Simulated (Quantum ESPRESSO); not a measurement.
The system is LiCl.

```xyz
2
Lattice="0.0000 2.5648 2.5648 2.5648 0.0000 2.5648 2.5648 2.5648 0.0000" Properties=species:S:1:pos:R:3 pbc="T T T"
Cl    2.5648    2.5648    2.5648
Li    0.0000    0.0000    0.0000
```

```yaml
Program: Quantum ESPRESSO 7.5
Task: relaxation of cell and atoms
Functional: PBE
Dispersion: D3M(BJ)
Potentials_or_basis: PseudoDojo 0.4.1 SR PBE standard
Cutoff: 1007 eV
Density_cutoff: 4027 eV
k_mesh: 9 × 9 × 9
Occupations: fermi-dirac, width 0.05 eV
Spin: no spin polarisation
```

At the start: pressure -3.7 GPa; volume 16.87 Å³/atom.

Q: How do energy, volume and symmetry change on relaxing?

A: Over 4 steps the energy falls by 22.7 meV/atom and the volume is 15.13 Å³/atom (-10.3 %); space group Fm-3m (No. 225, to 0.05 Å).

The path:
| step | energy change (eV) | largest force (eV/Å) | pressure (GPa) | volume (Å³) |
| --- | --- | --- | --- | --- |
| 1 | 0.0000 | 0.0000 | -3.73 | 33.74 |
| 2 | -0.0064 | 0.0000 | -3.52 | 33.46 |
| 3 | -0.0444 | 0.0000 | 0.69 | 29.73 |
| 4 | -0.0454 | 0.0000 | -0.08 | 30.25 |

Final structure:
```
Cl Li
1.0
     0.00000    2.47306    2.47306
     2.47306    0.00000    2.47306
     2.47306    2.47306    0.00000
Cl Li
1 1
Direct
  0.50000 0.50000 0.50000
  0.00000 0.00000 0.00000
```
